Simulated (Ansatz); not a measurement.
# BaTiO3: the cost of one run

Computed with Ansatz 0.2.0 (DFT LDA, scalar-relativistic, unless a step's input says otherwise).

## 1. The structure to begin with

It takes space group R3m (No. 160, trigonal). Conventional cell: a = 5.655 Å, b = 5.655 Å, c = 6.953 Å, α = 90.00°, β = 90.00°, γ = 120.00°. Ba (site symmetry 3m) has 12 O at 2.79 to 2.88 Å as nearest neighbours. Ti (site symmetry 3m) has 6 O at 1.88 to 2.14 Å as nearest neighbours. O (site symmetry m) has 2 Ti at 1.88 to 2.14 Å as nearest neighbours.

Coordinates:

```
Ba Ti O
1.0
     2.82767    1.63255    2.31773
    -2.82767    1.63255    2.31773
     0.00000   -3.26511    2.31773
Ba Ti O
1 1 3
Cartesian
  0.0000 0.0000 0.0000
  0.0000 0.0000 3.5739
  0.0000 -1.5996 4.5536
  -1.3853 0.7998 4.5536
  1.3853 0.7998 4.5536
```

Atoms are numbered in the order of the input: Ba1, Ti2, O3, O4, O5.

## 2. After the deformation

Space group R3m before, R3m after.

## 3. Full-potential LAPW

File input.yaml:

```yaml
crystal:
  lattice:
    - [2.8276681575, 1.6325549719, 2.3640862402]
    - [-2.8276681575, 1.6325549719, 2.3640862402]
    - [0.0, -3.2651099438, 2.3640862402]
  atoms:
    - { symbol: Ba, position: [0.0, 0.0, 0.0] }
    - { symbol: Ti, position: [0.514, 0.514, 0.514] }
    - { symbol: O, position: [0.4916, 0.4916, 0.9815] }
    - { symbol: O, position: [0.4916, 0.9815, 0.4916] }
    - { symbol: O, position: [0.9815, 0.4916, 0.4916] }
kpoints:
  mp_grid: { grid: [9, 9, 9] }
  band_path:
    path:
      - [0.0, 0.0, 0.0]
      - [0.5, 0.5, 0.5]
      - [0.515413415, 0.484586585, 0.5]
      - [0.5, -0.484586585, 0.484586585]
      - [0.5, 0.0, 0.0]
      - [0.0, 0.0, 0.0]
      - [0.4922932925, -0.4922932925, 0.0]
      - [0.5077067075, 0.0, 0.4922932925]
      - [0.5, 0.0, 0.5]
    npoints: 5
scf:
  occupations: { method: fermi_dirac, width: 0.05 }
hamiltonian:
  xc: lda
  pseudopotentials: { kind: all_electron, lapw: { basis_error: 0.001 } }
output:
  forces: true
  stress: true
  eigenvalues: true
```

Launch:

```
> ansatz run input.yaml --threads 2 --pin off --max-ram 8192MiB --backend cpu --events-out ev --progress --plain --runs-dir out
```

**Question.** How long does this run take on 2 threads of AMD EPYC 9R45 (Zen 5), shared host, and how much memory does it need?

About 35 s, with a peak of 0.94 GiB.
